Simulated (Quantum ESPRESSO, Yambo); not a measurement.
# GaP (F-43m): Bethe-Salpeter spectra with Yambo, part 4 of 4

Wanted: excitons and ε₂ of GaP (F-43m), with cost.

Quantum ESPRESSO 7.5 and Yambo 5.3.0; PBE and many-body steps on it, plane waves. Known limits of the many-body steps: not at the basis limit; no spin-orbit coupling; coarse k mesh; bindings not settled in the k mesh.

So far. Step 16 (Triplet (no exchange term)): The lowest triplet lies at 2.574 eV; without spin-orbit coupling triplets are dark, so no spectrum is read. Step 17 (Empty states on the mesh, 10×10×10 mesh, 22 bands): On this mesh the gap is 1.604 eV.

### 19. k mesh (10×10×10)

This step: Bethe-Salpeter equation on PBE with a scissors shift, plane waves, norm-conserving pseudopotentials.

The input, bse12.in:

```
optics
bss
bse
em1s
dipoles
rim_cut
RandQpts= 1000000
RandGvec= 1 RL
Chimod= "HARTREE"
BSKmod= "SEX"
BSEmod= "resonant"
BSSmod= "d"
BSENGexx= 20 Ry
BSENGBlk= 4 Ry
% BSEQptR
 1 | 1 |
%
% BSEBands
 12 | 15 |
%
% BEnRange
 0 | 5 | eV
%
% BDmRange
 0.1 | 0.1 | eV
%
BEnSteps= 101
% BLongDir
 1 | 0 | 0 |
%
% BndsRnXs
 5 | 22 |
%
NGsBlkXs= 4 Ry
% LongDrXs
 1 | 1 | 1 |
%
% KfnQP_E
 0.884 | 1.0 | 1.0 |
%
WRbsWF
FFTGvecs= 47 Ry
```

The run is started by

```
$ OMP_NUM_THREADS=1 mpirun -n 4 yambo -F bse12.in -J bse12 -C bse12 > bse12.log
```

Log:

```text
 Yambo, version 5.3.0

 [02] CORE Variables Setup
 =========================

  [... cell, symmetries and grids as in the set-up ...]

  [02.05] Energies & Occupations
  ==============================

  [X] === General ===
  [X] Electronic Temperature                        :  0.000000  0.000000 [eV K]
  [X] Bosonic    Temperature                        :  0.000000  0.000000 [eV K]
  [X] Finite Temperature mode                       : no
  [X] El. density                                   :  0.64228E+24 [cm-3]
[...]
[08.01.04] Independent Particles properties @q1
   ===============================================

   ==========================================================

   [BSE] Exchange components :   459
   [BSE] Correlation components :    51   331

    [08.01.05.01] Screened interaction header I/O
    =============================================

    [08.01.05.02] Main kernel loop
    ==============================

    [08.01.05.03] Wave-Function Phases
    ==================================

    [BSE] WF phases found       :  71.11037 [o/o]

   [08.01.06] BSE solver(s) @q1
   ============================

   [08.01.07] Diago Solver @q1
   ===========================

 [11] Game Over & Game summary
```

The job ended after 5.1 min (4 MPI ranks of Arm Neoverse V2, shared host; peak memory 2.4 GiB).

This step gave:

```yaml
transitions_in_the_window: 4000
direct_gap_of_the_transition_levels: 2.702 eV
lowest_state: 2.598 eV
first_strong_exciton_over_a_fiftieth_of_the_strongest_listed: 2.598 eV
binding_of_the_lowest_state_below_the_direct_gap: 0.1036 eV
coulomb_term_of_one_mesh_cell: 0.1196 eV
```

The binding is 0.87 times the screened Coulomb term of one mesh cell (0.12 eV), so it is not shown settled.

The lowest state lies at 2.598 eV, 0.104 eV under the direct gap.

The window of bands is narrower than in the first exciton run, so this row is not like for like with it.

The program warns that the window of bands cuts a degenerate level, which breaks the symmetry of states and spectrum.

### 20. Triplet (no exchange term)

bse13.in, as its differences from bse12.in of step 19:

```diff
@@ -12,3 +12,3 @@
 BSSmod= "d"
-BSENGexx= 20 Ry
+BSENGexx= 1 RL
 BSENGBlk= 4 Ry
```

The run is started by

```
$ OMP_NUM_THREADS=1 mpirun -n 4 yambo -F bse13.in -J bse13,bse12_W -C bse13 > bse13.log
```

Log:

```text
 Yambo, version 5.3.0

 [02] CORE Variables Setup
 =========================

  [... cell, symmetries and grids as in the set-up ...]

  [02.05] Energies & Occupations
  ==============================

  [X] === General ===
  [X] Electronic Temperature                        :  0.000000  0.000000 [eV K]
  [X] Bosonic    Temperature                        :  0.000000  0.000000 [eV K]
  [X] Finite Temperature mode                       : no
  [X] El. density                                   :  0.64228E+24 [cm-3]
[...]
[06] Dipoles
 ============

  [06.01] Setup: observables and procedures
  =========================================

  [WARNING] [r,Vnl^pseudo] included in position and velocity dipoles.

  [WARNING] In case H contains other non local terms, these are neglected

 [07] Static Dielectric Matrix
 =============================

    [08.01.05.02] Main kernel loop
    ==============================

    [08.01.05.03] Wave-Function Phases
    ==================================

    [BSE] WF phases found       :  71.11037 [o/o]

   [08.01.06] BSE solver(s) @q1
   ============================

   [08.01.07] Diago Solver @q1
   ===========================

 [11] Game Over & Game summary
```

Wall time 3.2 min (4 MPI ranks); peak memory 2.3 GiB; 13 min of CPU time.

The lowest triplet lies at 2.596 eV; without spin-orbit coupling triplets are dark, so no spectrum is read.

The program warns that the window of bands cuts a degenerate level, which breaks the symmetry of states and spectrum.

### 21. Empty states on the mesh, 12×12×12 mesh, 22 bands

This step: Quantum ESPRESSO 7.5; DFT, PBE, plane waves, norm-conserving pseudopotentials.

The input, pw.in:

```
&control
  calculation = 'nscf'
  prefix = 'x'
  outdir = 'o'
  pseudo_dir = 'pseudo'
/
&system
  ibrav = 0
  nat = 2
  ntyp = 2
  ecutwfc = 104.0
  nbnd = 22
  force_symmorphic = .true.
/
&electrons
  conv_thr = 1e-9
  electron_maxstep = 80
  diago_full_acc = .true.
  diago_thr_init = 5e-6
/
ATOMIC_SPECIES
  Ga 69.723 Ga.upf
  P 30.974 P.upf
CELL_PARAMETERS angstrom
  0.0000000000 2.7252500000 2.7252500000
  2.7252500000 0.0000000000 2.7252500000
  2.7252500000 2.7252500000 0.0000000000
ATOMIC_POSITIONS crystal
  Ga 0.0000000000 0.0000000000 0.0000000000
  P 0.2500000000 0.2500000000 0.2500000000
K_POINTS automatic
  12 12 12 0 0 0
```

The run is started by

```
$ OMP_NUM_THREADS=1 mpirun -n 4 pw.x -nk 4 -in pw.in > pw.out
```

Log:

```text
[banner, memory and clock lines left out]
Program PWSCF v.7.5 starts

     Atomic positions and unit cell read from directory:
     o/x.save/

     Message from routine setup:
     using ibrav=0 with symmetry is DISCOURAGED, use correct ibrav instead

     G-vector sticks info

     bravais-lattice index     =            0
     lattice parameter (alat)  =       7.2832  a.u.
     unit-cell volume          =     273.1780 (a.u.)^3
     number of atoms/cell      =            2
     number of atomic types    =            2
     number of electrons       =        26.00
[...]
-135.1871 -85.9119 -85.9119 -85.9119  -6.3416  -6.3330  -6.3330  -6.2380
    -6.2380  -4.1976   7.3033   8.0944   8.0944  10.5153  12.2608  12.2608
    12.2911  17.4661  17.5851  17.5851  20.2650  21.3073

          k = 0.1179 0.1179-0.1179 (  4894 PWs)   bands (ev):

  -135.1871 -85.9119 -85.9119 -85.9118  -6.3582  -6.3273  -6.3273  -6.2375
    -6.2375  -3.9320   5.8169   7.8340   7.8340  10.6145  12.6393  12.6393
    13.2293  17.1338  17.1338  18.2674  20.0036  22.7222

          k = 0.1768 0.1768-0.1768 (  4873 PWs)   bands (ev):

     [... further k-points ...]

     highest occupied, lowest unoccupied level (ev):     8.2046    9.7974

     XML data file, pseudopotentials, collected wavefunctions
```

The job ended after 7.9 s (4 MPI ranks; peak memory 0.26 GiB).

Numbers from this step:

```yaml
gap: 1.593 eV
k_of_the_valence_top: 0, 0, 0
k_of_the_conduction_bottom: 0, 0.4167, 0.4167
least_direct_gap: 1.818 eV
k_points_computed: 72
lowest_point_of_the_top_converged_band_above_the_valence_top: 12.45 eV
```

On this mesh the gap is 1.593 eV.

### 22. Conversion and set-up

This step: Yambo 5.3.0; conversion and set-up on PBE, plane waves, norm-conserving pseudopotentials.

The run is started by

```
$ (cd o/x.save; p2y > p2y.log; mv SAVE ../..); yambo > setup.log
```

Log:

```text
 Yambo, version 5.3.0

 [02] CORE Variables Setup
 =========================

  [02.01] Unit cells
  ==================

  Cell kind             :  FCC
  Atoms in the cell     :  Ga  P
  number of Ga atoms    :  1
  number of P  atoms    :  1

  List of atomic masses
  Mass of Ga    :  69.72300
  Mass of P     :  30.97400

  List of atomic coordinates    : [cc]
  Ga1       :  0.000000  0.000000  0.000000  order 1
  P1       :  2.574988  2.574988  2.574988  order 2

  Alat factors          :  5.149976  5.149976  5.149976 [a.u.]
  Direct lattice volume :  273.1780 [a.u.]
[...]
Q [ 2]         [rlu]:  0.12588E-17  0.12588E-17  0.83333E-01
 Q [ 3]         [rlu]:  0.25176E-17  0.25176E-17  0.16667
[...]
Q [ 8]         [rlu]:  0.62625E-17  0.83333E-01  0.83333E-01
 Q [ 9]         [rlu]:  0.12634E-16  0.83333E-01  0.16667
 Q [10]         [rlu]:  0.41648E-16  0.83333E-01  0.25000
     [... 38 further rows ...]
 Q [49]         [rlu]:  0.083333  0.250000  0.333333
 Q [50]         [rlu]:  0.083333  0.250000  0.416667

 Remaining 22 points informations can be written running with -fatlog

  [03.01] X indexes
  =================

   [03.01.01] Sigma indexes
   ========================

 [06] Game Over & Game summary
```

It took 5.3 s on 1 MPI rank; peak memory 0.29 GiB.

### 23. k mesh (12×12×12)

This step: Bethe-Salpeter equation on PBE with a scissors shift, plane waves, norm-conserving pseudopotentials.

bse15.in, as its differences from bse13.in of step 20:

```diff
@@ -12,3 +12,3 @@
 BSSmod= "d"
-BSENGexx= 1 RL
+BSENGexx= 20 Ry
 BSENGBlk= 4 Ry
```

The run is started by

```
$ OMP_NUM_THREADS=1 mpirun -n 4 yambo -F bse15.in -J bse15 -C bse15 > bse15.log
```

Log:

```text
 Yambo, version 5.3.0

 [02] CORE Variables Setup
 =========================

  [... cell, symmetries and grids as in the set-up ...]

  [02.05] Energies & Occupations
  ==============================

  [X] === General ===
  [X] Electronic Temperature                        :  0.000000  0.000000 [eV K]
  [X] Bosonic    Temperature                        :  0.000000  0.000000 [eV K]
  [X] Finite Temperature mode                       : no
  [X] El. density                                   :  0.64228E+24 [cm-3]
[...]
[08.01.04] Independent Particles properties @q1
   ===============================================

   ==========================================================

   [BSE] Exchange components :   459
   [BSE] Correlation components :    51   331

    [08.01.05.01] Screened interaction header I/O
    =============================================

    [08.01.05.02] Main kernel loop
    ==============================

    [08.01.05.03] Wave-Function Phases
    ==================================

    [BSE] WF phases found       :  74.67448 [o/o]

   [08.01.06] BSE solver(s) @q1
   ============================

   [08.01.07] Diago Solver @q1
   ===========================

 [11] Game Over & Game summary
```

Wall time 20 min (4 MPI ranks); peak memory 4.6 GiB.

Numbers from this step:

```yaml
transitions_in_the_window: 6912
direct_gap_of_the_transition_levels: 2.702 eV
lowest_state: 2.613 eV
first_strong_exciton_over_a_fiftieth_of_the_strongest_listed: 2.613 eV
binding_of_the_lowest_state_below_the_direct_gap: 0.08816 eV
coulomb_term_of_one_mesh_cell: 0.1015 eV
```

The binding is 0.87 times the screened Coulomb term of one mesh cell (0.10 eV), so it is not shown settled.

The lowest state lies at 2.613 eV, 0.088 eV under the direct gap.

The ε₂ has structure finer than the step of the table below, so its rows give means over 0.2 eV, whole bins alone (the curve runs from 0 to 5 eV). Peaks (eV: height): BSE 3.55: 27.8, 4.95: 29.1; no electron-hole interaction 3.70: 14.5.

Field along x; broadening 0.1 eV; transition window only. Limits: finite bands, cutoff and mesh; no spin-orbit coupling; exciton not shown settled in the k mesh. The ε₂ by photon energy; means over each step:

```tsv
photon energy (eV)	BSE	no electron-hole interaction
0.2	0.101	0.0790
0.4	0.112	0.0865
0.6	0.126	0.0952
0.8	0.141	0.105
1.0	0.160	0.118
1.2	0.184	0.132
1.4	0.213	0.150
1.6	0.252	0.173
1.8	0.305	0.202
2.0	0.382	0.241
2.2	0.510	0.301
2.4	0.833	0.418
2.6	1.75	0.849
2.8	1.62	1.03
3.0	3.00	1.07
3.2	7.67	2.62
3.4	12.9	3.99
3.6	21.2	9.51
3.8	13.3	9.84
4.0	17.1	9.32
4.2	18.1	10.5
4.4	18.6	12.4
4.6	19.2	13.2
4.8	26.8	14.7
```

The window of bands is narrower than in the first exciton run, so this row is not like for like with it.

The program warns that the window of bands cuts a degenerate level, which breaks the symmetry of states and spectrum.

### 24. Triplet (no exchange term)

bse16.in, as its differences from bse15.in of step 23:

```diff
@@ -12,3 +12,3 @@
 BSSmod= "d"
-BSENGexx= 20 Ry
+BSENGexx= 1 RL
 BSENGBlk= 4 Ry
```

The run is started by

```
$ OMP_NUM_THREADS=1 mpirun -n 4 yambo -F bse16.in -J bse16,bse15_W -C bse16 > bse16.log
```

Log:

```text
 Yambo, version 5.3.0

 [02] CORE Variables Setup
 =========================

  [... cell, symmetries and grids as in the set-up ...]

  [02.05] Energies & Occupations
  ==============================

  [X] === General ===
  [X] Electronic Temperature                        :  0.000000  0.000000 [eV K]
  [X] Bosonic    Temperature                        :  0.000000  0.000000 [eV K]
  [X] Finite Temperature mode                       : no
  [X] El. density                                   :  0.64228E+24 [cm-3]
[...]
[06] Dipoles
 ============

  [06.01] Setup: observables and procedures
  =========================================

  [WARNING] [r,Vnl^pseudo] included in position and velocity dipoles.

  [WARNING] In case H contains other non local terms, these are neglected

 [07] Static Dielectric Matrix
 =============================

    [08.01.05.02] Main kernel loop
    ==============================

    [08.01.05.03] Wave-Function Phases
    ==================================

    [BSE] WF phases found       :  74.67448 [o/o]

   [08.01.06] BSE solver(s) @q1
   ============================

   [08.01.07] Diago Solver @q1
   ===========================

 [11] Game Over & Game summary
```

Run time: 16 min. Hardware: 4 MPI ranks; peak memory 6.9 GiB; 63 min of CPU time.

The lowest triplet lies at 2.612 eV; without spin-orbit coupling triplets are dark, so no spectrum is read.

The program warns that the window of bands cuts a degenerate level, which breaks the symmetry of states and spectrum.

### 25. Spectrum in a wider window

The input, bse17.in:

```
optics
bss
bse
em1s
dipoles
rim_cut
RandQpts= 1000000
RandGvec= 1 RL
Chimod= "HARTREE"
BSKmod= "SEX"
BSEmod= "resonant"
BSSmod= "h"
BSENGexx= 20 Ry
BSENGBlk= 4 Ry
% BSEQptR
 1 | 1 |
%
% BSEBands
 11 | 17 |
%
% BEnRange
 0 | 8 | eV
%
% BDmRange
 0.1 | 0.1 | eV
%
BEnSteps= 161
% BLongDir
 1 | 0 | 0 |
%
% BndsRnXs
 5 | 22 |
%
NGsBlkXs= 4 Ry
% LongDrXs
 1 | 1 | 1 |
%
% KfnQP_E
 0.884 | 1.0 | 1.0 |
%
BSHayTrs= -0.02
FFTGvecs= 47 Ry
```

The run is started by

```
$ OMP_NUM_THREADS=1 mpirun -n 4 yambo -F bse17.in -J bse17,bse15_W -C bse17 > bse17.log
```

Log:

```text
 Yambo, version 5.3.0

 [02] CORE Variables Setup
 =========================

  [... cell, symmetries and grids as in the set-up ...]

  [02.05] Energies & Occupations
  ==============================

  [X] === General ===
  [X] Electronic Temperature                        :  0.000000  0.000000 [eV K]
  [X] Bosonic    Temperature                        :  0.000000  0.000000 [eV K]
  [X] Finite Temperature mode                       : no
  [X] El. density                                   :  0.64228E+24 [cm-3]
[...]
============================

   [08.01.07] Haydock Solver in the optics basis @q1 using the hermitian scheme
   ============================================================================

   Accuracy (requested)      : -0.020000 [o/o]

   [WARNING] [EPS_extend] Possible inaccuracy in the EPS prolungation

   [WARNING] [EPS_extend] Possible inaccuracy in the EPS prolungation

   [WARNING] [EPS_extend] Possible inaccuracy in the EPS prolungation

[...]
[WARNING] [EPS_extend] Possible inaccuracy in the EPS prolungation

   [WARNING] [EPS_extend] Possible inaccuracy in the EPS prolungation
   Iterations                :  115

 [11] Game Over & Game summary
```

Elapsed: 9.4 min, on 4 MPI ranks; peak memory 5.2 GiB.

This step gave:

| Quantity | Value |
| --- | --- |
| transitions in the window | 20736 |
| direct gap of the transition levels | 2.702 eV |

### 26. The runs together

Times are wall times on 4 MPI ranks of Arm Neoverse V2, shared host, good to a factor of about two.

```tsv
run	mesh	transitions	broadening (eV)	direct gap (eV)	lowest state (eV)	binding (eV)	mesh cell's term (eV)	tallest peak (eV)	height	time
excitons	4×4×4	768	0.1	2.702	2.561	0.140	0.167	3.40	125	6.1 s
triplet (no exchange term)	4×4×4	768	0.1	2.702	2.526	0.175	0.167	-	-	3.3 s
k mesh (6×6×6)	6×6×6	2592	0.1	2.702	2.560	0.141	0.165	3.45	68.6	71 s
triplet (no exchange term)	6×6×6	2592	0.1	2.702	2.550	0.152	0.165	-	-	59 s
k mesh (8×8×8)	8×8×8	3072	0.1	2.702	2.579	0.123	0.142	3.45	35.6	2.2 min
triplet (no exchange term)	8×8×8	3072	0.1	2.702	2.574	0.127	0.142	-	-	92 s
k mesh (10×10×10)	10×10×10	4000	0.1	2.702	2.598	0.104	0.120	-	-	5.1 min
triplet (no exchange term)	10×10×10	4000	0.1	2.702	2.596	0.106	0.120	-	-	3.2 min
k mesh (12×12×12)	12×12×12	6912	0.1	2.702	2.613	0.088	0.101	-	-	20 min
triplet (no exchange term)	12×12×12	6912	0.1	2.702	2.612	0.090	0.101	-	-	16 min
spectrum in a wider window	12×12×12	20736	0.1	2.702	-	-	-	4.90	29.9	9.4 min
```

### 27. Summary of results

* excitons: lowest state 2.561 eV (not settled in the k mesh)
* triplet (no exchange term): lowest state 2.526 eV (not settled in the k mesh)
* k mesh (6×6×6): lowest state 2.560 eV (not settled in the k mesh)
* triplet (no exchange term): lowest state 2.550 eV (not settled in the k mesh)
* k mesh (8×8×8): lowest state 2.579 eV (not settled in the k mesh)
* triplet (no exchange term): lowest state 2.574 eV (not settled in the k mesh)
* k mesh (10×10×10): lowest state 2.598 eV (not settled in the k mesh)
* triplet (no exchange term): lowest state 2.596 eV (not settled in the k mesh)
* k mesh (12×12×12): lowest state 2.613 eV (not settled in the k mesh)
* triplet (no exchange term): lowest state 2.612 eV (not settled in the k mesh)

On the 4×4×4 mesh the lowest exciton lies at 2.561 eV, 0.140 eV below the direct gap; one cell of the mesh carries a screened Coulomb term of 0.17 eV, so this binding is not shown settled. Between the two densest meshes the binding falls by 0.85 of the fall in the mesh cell's term (the screened Coulomb energy of a charge repeated on the supercell that the mesh stands for). The binding is still 0.9 times that term, so the mesh does not resolve the exciton and no limit can be drawn. Triplet (no exchange term), against «excitons (4×4×4)»: the lowest state moves by −0.035 eV (keys changed: BSENGexx). Triplets are dark. k mesh (6×6×6), against «excitons (4×4×4)»: the lowest state stays within 0.01 eV. Triplet (no exchange term), against «k mesh (6×6×6)»: the lowest state moves by −0.010 eV (keys changed: BSENGexx). Triplets are dark. k mesh (8×8×8), against «k mesh (6×6×6)»: the lowest state moves by +0.019 eV (keys changed: BSEBands, the mesh and the band window). Triplet (no exchange term), against «k mesh (8×8×8)»: the lowest state stays within 0.01 eV (keys changed: BSENGexx). Triplets are dark. k mesh (10×10×10), against «k mesh (8×8×8)»: the lowest state moves by +0.019 eV (keys changed: BSEBands, the mesh and the band window). Triplet (no exchange term), against «k mesh (10×10×10)»: the lowest state stays within 0.01 eV (keys changed: BSENGexx). Triplets are dark. k mesh (12×12×12), against «k mesh (10×10×10)»: the lowest state moves by +0.015 eV. Triplet (no exchange term), against «k mesh (12×12×12)»: the lowest state stays within 0.01 eV (keys changed: BSENGexx). Triplets are dark. A rigid shift treats all transitions alike. In the G0W0 table the openings from the upper filled bands to the empty bands at the same k run from +0.71 to +0.91 eV (median +0.86), where the shift is +0.88 eV, so peaks stand off by such differences. Lines within a few meV of each other can be one level split by numerical noise, or distinct levels. Screening is static and electronic alone, and only transitions inside the band window count. The 4×4×4 mesh is coarse for this cell, which bears on the long-range parts of exchange and screening. The many-body steps are scalar-relativistic: spin-orbit coupling is not in them.

[Paths, hosts, dates, memory and timing lines, banners, echoed tables and standing remarks are left out of the program output.]

[Logs are printed without paths, hosts, clocks, repeated set-up lines and the standing remarks that a program may print on its own settings, such as how far it seeks lower states.]

[Runs of the session that timed out or met a known fault of the program may be left out.]

[Hosts, paths, dates, database ids (printed as entryN), source tags and the programs' standing remarks are cut or masked in the printed files.]
